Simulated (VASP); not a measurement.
# BAs (F-43m) in VASP: band structure with PBE

Aim: the band structure of BAs with PBE.

All numbers are computed with VASP 6.6.1; they aren't measurements. Logs are shortened: lines on timing, memory, paths and dates and some standing lists are left out, and cuts for length are marked.

### Step 1. The crystal as given

The structure is cubic, space group F-43m (No. 216). The conventional cell has a = 4.809 Å, b = 4.809 Å, c = 4.809 Å, α = 90.00°, β = 90.00°, γ = 90.00°. Around B (site symmetry -43m) lie 4 As at 2.08 Å. Around As (site symmetry -43m) lie 4 B at 2.08 Å.

### Step 2. Band structure, PBE

INCAR reads:

```
PREC = Accurate ; ENCUT = 520
EDIFF = 1E-7 ; ISMEAR = 0
SIGMA = 0.02 ; LREAL = False
LASPH = True ; NELM = 60
ALGO = Fast ; ISIF = 2
LWAVE = False ; LCHARG = False
GGA = PE
```

KPOINTS reads:

```
Automatic mesh
0
Gamma
  10 10 10
```

POSCAR reads:

```
BAs
1.0
    0.0000000000      2.4045500000      2.4045500000
    2.4045500000      0.0000000000      2.4045500000
    2.4045500000      2.4045500000      0.0000000000
B As
1 1
Direct
    0.0000000000      0.0000000000      0.0000000000
    0.2500000000      0.2500000000      0.2500000000
```

KPOINTS_OPT reads:

```
path GXWKGLUWLK,UX
10
line-mode
reciprocal
 0.0000000000  0.0000000000  0.0000000000  G
 0.5000000000  0.0000000000  0.5000000000  X

 0.5000000000  0.0000000000  0.5000000000  X
 0.5000000000  0.2500000000  0.7500000000  W

 0.5000000000  0.2500000000  0.7500000000  W
 0.3750000000  0.3750000000  0.7500000000  K

 0.3750000000  0.3750000000  0.7500000000  K
 0.0000000000  0.0000000000  0.0000000000  G

 0.0000000000  0.0000000000  0.0000000000  G
 0.5000000000  0.5000000000  0.5000000000  L

 0.5000000000  0.5000000000  0.5000000000  L
 0.6250000000  0.2500000000  0.6250000000  U

 0.6250000000  0.2500000000  0.6250000000  U
 0.5000000000  0.2500000000  0.7500000000  W

 0.5000000000  0.2500000000  0.7500000000  W
 0.5000000000  0.5000000000  0.5000000000  L

 0.5000000000  0.5000000000  0.5000000000  L
 0.3750000000  0.3750000000  0.7500000000  K

 0.6250000000  0.2500000000  0.6250000000  U
 0.5000000000  0.0000000000  0.5000000000  X
```

Potentials or basis: VASP PAW PBE potentials, release 64 (B, As).

Command:

```sh
cat potpaw_PBE.64/B/POTCAR potpaw_PBE.64/As/POTCAR > POTCAR
mpirun -np 1 vasp_std > vasp.out
```

OUTCAR:

```text
PREC = Accurate
   ENCUT = 520
   EDIFF = 1E-7
   ISMEAR = 0
   LREAL = False
   LASPH = True
   NELM = 60
   ISIF = 2
   GGA = PE

 ion  position               nearest neighbor table
   1  0.000  0.000  0.000-   2 2.08   2 2.08   2 2.08   2 2.08
   2  0.250  0.250  0.250-   1 2.08   1 2.08   1 2.08   1 2.08

  LATTYP: Found a face centered cubic cell.
 ALAT       =     4.8091000000

  Lattice vectors:

 A1 = (   0.0000000000,   2.4045500000,   2.4045500000)
 A2 = (   2.4045500000,   0.0000000000,   2.4045500000)
 A3 = (   2.4045500000,   2.4045500000,   0.0000000000)

Analysis of symmetry for initial positions (statically):
=====================================================================
 Subroutine PRICEL returns:
 Original cell was already a primitive cell.

 Routine SETGRP: Setting up the symmetry group for a
 face centered cubic supercell.

 Subroutine GETGRP returns: Found 24 space group operations
 (whereof 24 operations were pure point group operations)
 out of a pool of 48 trial point group operations.

The static configuration has the point symmetry T_d .

Analysis of symmetry for dynamics (positions and initial velocities):
=====================================================================
 Subroutine PRICEL returns:
 Original cell was already a primitive cell.

 Routine SETGRP: Setting up the symmetry group for a
 face centered cubic supercell.

 Subroutine GETGRP returns: Found 24 space group operations
 (whereof 24 operations were pure point group operations)
 out of a pool of 48 trial point group operations.

The dynamic configuration has the point symmetry T_d .

 Subroutine INISYM returns: Found 24 space group operations
 (whereof 24 operations are pure point group operations),
 and found     1 'primitive' translations

----------------------------------------------------------------------------------------

                                     Primitive cell

  volume of cell :      27.8055

  direct lattice vectors                    reciprocal lattice vectors
     0.000000000  2.404550000  2.404550000    -0.207939115  0.207939115  0.207939115
     2.404550000  0.000000000  2.404550000     0.207939115 -0.207939115  0.207939115
     2.404550000  2.404550000  0.000000000     0.207939115  0.207939115 -0.207939115

  length of vectors
     3.400547221  3.400547221  3.400547221     0.360161113  0.360161113  0.360161113

  position of ions in fractional coordinates (direct lattice)
     0.000000000  0.000000000  0.000000000
     0.250000000  0.250000000  0.250000000

  ion indices of the primitive-cell ions
   primitive index   ion index
                 1           1
                 2           2

----------------------------------------------------------------------------------------

 KPOINTS: Automatic mesh

Automatic generation of k-mesh.
 Grid dimensions read from file:
 generate k-points for:   10   10   10

 Generating k-lattice:

  Cartesian coordinates                     Fractional coordinates (reciprocal lattice)
    -0.020793912  0.020793912  0.020793912     0.100000000  0.000000000  0.000000000
     0.020793912 -0.020793912  0.020793912     0.000000000  0.100000000  0.000000000
     0.020793912  0.020793912 -0.020793912     0.000000000  0.000000000  0.100000000

  Length of vectors
     0.036016111  0.036016111  0.036016111

  Shift w.r.t. Gamma in fractional coordinates (k-lattice)
     0.000000000  0.000000000  0.000000000

 Subroutine IBZKPT returns following result:
 ===========================================

 Found     47 irreducible k-points:

 Following reciprocal coordinates:
            Coordinates               Weight
  0.000000  0.000000  0.000000      1.000000
  0.100000  0.000000  0.000000      8.000000
  0.200000  0.000000  0.000000      8.000000
  0.300000  0.000000  0.000000      8.000000
  0.400000  0.000000  0.000000      8.000000
  0.500000  0.000000  0.000000      4.000000
[... 16 lines left out ...]
  0.300000  0.300000  0.000000      6.000000
  0.400000  0.300000  0.000000     24.000000
 [... further k-points ...]
   k-points           NKPTS =     47   k-points in BZ     NKDIM =     47   number of bands    NBANDS=      8
   number of dos      NEDOS =    301   number of ions     NIONS =      2
   total plane-waves  NPLWV =  21952
   dimension x,y,z NGX =    28 NGY =   28 NGZ =   28
   dimension x,y,z NGXF=    56 NGYF=   56 NGZF=   56
   ions per type =               1   1
   NGX,Y,Z   is equivalent  to a cutoff of  13.69, 13.69, 13.69 a.u.
   NGXF,Y,Z  is equivalent  to a cutoff of  27.38, 27.38, 27.38 a.u.
 SYSTEM =  unknown system
   PREC   = accura    normal or accurate (medium, high low for compatibility)
   ISTART =      0    job   : 0-new  1-cont  2-samecut
   ICHARG =      2    charge: 1-file 2-atom 10-const
   ISPIN  =      1    spin polarized calculation?
   LNONCOLLINEAR =      F non collinear calculations
   LSORBIT =      F    spin-orbit coupling
   LASPH  =      T    aspherical Exc in radial PAW
   ENCUT  =  520.0 eV  38.22 Ry    6.18 a.u.   6.32  6.32  6.32*2*pi/ulx,y,z
   NELM   =     60;   NELMIN=  2; NELMDL= -5     # of ELM steps
   EDIFF  = 0.1E-06   stopping-criterion for ELM
   LREAL  =      F    real-space projection
   EDIFFG = 0.1E-05   stopping-criterion for IOM
   NSW    =      0    number of steps for IOM
   IBRION =     -1    ionic relax: 0-MD 1-quasi-New 2-CG
   NFREE  =      0    steps in history (QN), initial steepest desc. (CG)
   ISIF   =      2    stress and relaxation
   ISYM   =      2    0-nonsym 1-usesym 2-fastsym
   POTIM  = 0.5000    time-step for ionic-motion
   TEBEG  =    0.0;   TEEND  =   0.0 temperature during run
   PSTRESS=    0.0 pullay stress
   NELECT =       8.0000    total number of electrons
   NUPDOWN=      -1.0000    fix difference up-down
   EMIN   =  10.00;   EMAX   =-10.00  energy-range for DOS
   EFERMI =   0.00;   METHOD = LEGACY
   ISMEAR =     0;   SIGMA  =   0.02  broadening in eV -4-tet -1-fermi 0-gaus
   EFERMI_NEDOS =   21; number of points for ismear=-14 and -15
   IALGO  =     68    algorithm
   IMIX   =      4    mixing-type and parameters
     AMIX     =   0.40;   BMIX     =  1.00
     AMIX_MAG =   1.60;   BMIX_MAG =  1.00
  volume/ion in A,a.u.               =      13.90        93.82
  Fermi-wavevector in a.u.,A,eV,Ry     =   1.080756  2.042333 15.892063  1.168034
  Thomas-Fermi vector in A             =   2.216755
   LORBIT       =      0    0 simple, 1 ext, 2 COOP (PROOUT), +10 PAW based schemes
   GGA     = PE    functional components
   LHFCALC =     F    Hartree Fock is set to
   AEXX    =    0.0000 exact exchange contribution
   IVDW    =     0    specifies the selected vdW correction
   LEPSILON=     F    determine dielectric tensor
   LRPA    =     F    only Hartree local field effects (RPA)
 non-spin polarized calculation
 RMM-DIIS sequential band-by-band and
 Gauss-broadening in eV      SIGMA  =   0.02
  energy-cutoff  :      520.00
  volume of cell :       27.81
 maximum number of plane-waves:       763
 NGX is ok and might be reduce to    28
   NGX = 13   NGY = 13   NGZ = 13

 number of electron       8.0000000 magnetization

 Free energy of the ion-electron system (eV)
  ---------------------------------------------------
  ext. energy  EPLUGINS =         0.00000000
  ---------------------------------------------------
  free energy    TOTEN  =       -11.41341729 eV

  energy without entropy =      -11.41341729  energy(sigma->0) =      -11.41341729

 E-fermi :   6.0164     XC(G=0): -10.4974

 val. band max:        5.9063632184   @ k =   0.0000   0.0000   0.0000
 cond. band min:       7.1024440179   @ k =   0.4000   0.4000   0.0000
 fundamental gap:      1.1960807996
 Fermi energy:         6.0164376770

 k-point     1 :       0.0000    0.0000    0.0000
  band No.  band energies     occupation
      1      -9.3131      2.00000
      2       5.9064      2.00000
      3       5.9064      2.00000
      4       5.9064      2.00000
      5       9.1579      0.00000
      6       9.1579      0.00000
      7       9.1579      0.00000
      8      10.3390      0.00000

 k-point     2 :       0.1000    0.0000    0.0000
  band No.  band energies     occupation
      1      -9.1519      2.00000
      2       4.5224      2.00000
      3       5.6117      2.00000
      4       5.6117      2.00000
      5       9.2609      0.00000
      6       9.5466      0.00000
      7       9.5466      0.00000
      8      11.2584      0.00000

 k-point     3 :       0.2000    0.0000    0.0000
  band No.  band energies     occupation
      1      -8.6769      2.00000
      2       2.1897      2.00000
      3       5.0484      2.00000
      4       5.0484      2.00000
      5       9.0156      0.00000
      6      10.2528      0.00000
      7      10.2528      0.00000
      8      12.9240      0.00000

 k-point     4 :       0.3000    0.0000    0.0000
  band No.  band energies     occupation
      1      -7.9252      2.00000
      2      -0.0637      2.00000
      3       4.5491      2.00000
      4       4.5491      2.00000
      5       8.7333      0.00000
      6      10.6591      0.00000
      7      10.6591      0.00000
      8      14.2399      0.00000

 k-point     5 :       0.4000    0.0000    0.0000
  band No.  band energies     occupation
      1      -7.0308      2.00000
      2      -1.9005      2.00000
      3       4.2282      2.00000
      4       4.2282      2.00000
      5       8.5457      0.00000
      6      10.6967      0.00000
      7      10.6967      0.00000
      8      14.7106      0.00000
[... 177 lines left out ...]
 k-point    22 :      -0.2000    0.2000    0.0000
  band No.  band energies     occupation
      1      -7.6670      2.00000
      2       0.4881      2.00000
      3       1.9178      2.00000
      4       4.6375      2.00000
      5       9.7633      0.00000
      6      10.9711      0.00000
      7      11.8341      0.00000
      8      12.8128      0.00000

 k-point    23 :       0.3000    0.3000    0.0000
  band No.  band energies     occupation
      1      -7.4347      2.00000
      2       0.7211      2.00000
      3       2.7841      2.00000
      4       2.7841      2.00000
      5       7.3159      0.00000
      6       9.5519      0.00000
      7      14.2330      0.00000
      8      14.2330      0.00000

 k-point    24 :       0.4000    0.3000    0.0000
  band No.  band energies     occupation
      1      -6.7238      2.00000
      2      -0.4978      2.00000
      3       2.0129      2.00000
      4       2.4925      2.00000
      5       7.6129      0.00000
      6       9.2945      0.00000
      7      14.5999      0.00000
      8      14.8434      0.00000

 [... further k-points ...]

------------------------ aborting loop because EDIFF is reached ----------------------------------------

  FORCE on cell =-STRESS in cart. coord.  units (eV):
  Direction    XX          YY          ZZ          XY          YZ          ZX
  --------------------------------------------------------------------------------------
  -------------------------------------------------------------------------------------
  Total        0.1065511      0.1065511      0.1065511     -0.0000000      0.0000000     -0.0000000
  in kB        6.1395567      6.1395567      6.1395567     -0.0000000      0.0000000     -0.0000000
  external PRESSURE =       6.1395567 kB  Pullay stress =       0.0000000 kB

 VOLUME and BASIS-vectors are now :
 -----------------------------------------------------------------------------
  energy-cutoff  :      520.00
  volume of cell :       27.81
      direct lattice vectors                 reciprocal lattice vectors
     0.000000000  2.404550000  2.404550000    -0.207939115  0.207939115  0.207939115
     2.404550000  0.000000000  2.404550000     0.207939115 -0.207939115  0.207939115
     2.404550000  2.404550000  0.000000000     0.207939115  0.207939115 -0.207939115

 POSITION                                       TOTAL-FORCE (eV/Angst)
 -----------------------------------------------------------------------------------
      0.00000      0.00000      0.00000        -0.000000     -0.000000     -0.000000
      1.20227      1.20227      1.20227         0.000000      0.000000      0.000000
 -----------------------------------------------------------------------------------
    total drift:                               -0.000000     -0.000000     -0.000000

  FREE ENERGIE OF THE ION-ELECTRON SYSTEM (eV)
  ---------------------------------------------------
  free  energy   TOTEN  =       -11.4134172905 eV

  energy  without entropy=      -11.4134172905  energy(sigma->0) =      -11.41341729
```

It took 26 s on 1 thread of Intel Xeon Platinum 8375C at 2.90GHz (Ice Lake), shared host; peak memory 0.16 GiB.

Results:

```
Free energy             : -11.4134 eV
Pressure                : 0.6 GPa
Band gap on the k mesh  : 1.20 eV, indirect (least direct gap 3.25 eV)
Band gap along the path : 1.20 eV, indirect (least direct gap 3.25 eV)
```

Levels at the corners of the path, in eV from the valence-band top:
| point | band 2 | band 3 | band 4 | band 5 | band 6 | band 7 |
| --- | --- | --- | --- | --- | --- | --- |
| Γ | 0.00 | 0.00 | 0.00 | 3.25 | 3.25 | 3.25 |
| X | -8.42 | -4.00 | -4.00 | 1.45 | 1.46 | 11.18 |
| X | -8.42 | -4.00 | -4.00 | 1.45 | 1.46 | 11.18 |
| W | -7.97 | -5.37 | -5.08 | 5.24 | 5.83 | 6.76 |
| W | -7.97 | -5.37 | -5.08 | 5.24 | 5.83 | 6.76 |
| K | -8.05 | -5.82 | -3.42 | 2.05 | 5.49 | 9.08 |
| K | -8.05 | -5.82 | -3.42 | 2.05 | 5.49 | 9.08 |
| Γ | 0.00 | 0.00 | 0.00 | 3.25 | 3.25 | 3.25 |
| Γ | 0.00 | 0.00 | 0.00 | 3.25 | 3.25 | 3.25 |
| L | -8.64 | -1.79 | -1.79 | 2.58 | 4.76 | 4.76 |
| L | -8.64 | -1.79 | -1.79 | 2.58 | 4.76 | 4.76 |
| U | -8.05 | -5.82 | -3.42 | 2.05 | 5.49 | 9.08 |
| U | -8.05 | -5.82 | -3.42 | 2.05 | 5.49 | 9.08 |
| W | -7.97 | -5.37 | -5.08 | 5.24 | 5.83 | 6.76 |
| W | -7.97 | -5.37 | -5.08 | 5.24 | 5.83 | 6.76 |
| L | -8.64 | -1.79 | -1.79 | 2.58 | 4.76 | 4.76 |
| L | -8.64 | -1.79 | -1.79 | 2.58 | 4.76 | 4.76 |
| K | -8.05 | -5.82 | -3.42 | 2.05 | 5.49 | 9.08 |
| U | -8.05 | -5.82 | -3.42 | 2.05 | 5.49 | 9.08 |
| X | -8.42 | -4.00 | -4.00 | 1.45 | 1.46 | 11.18 |
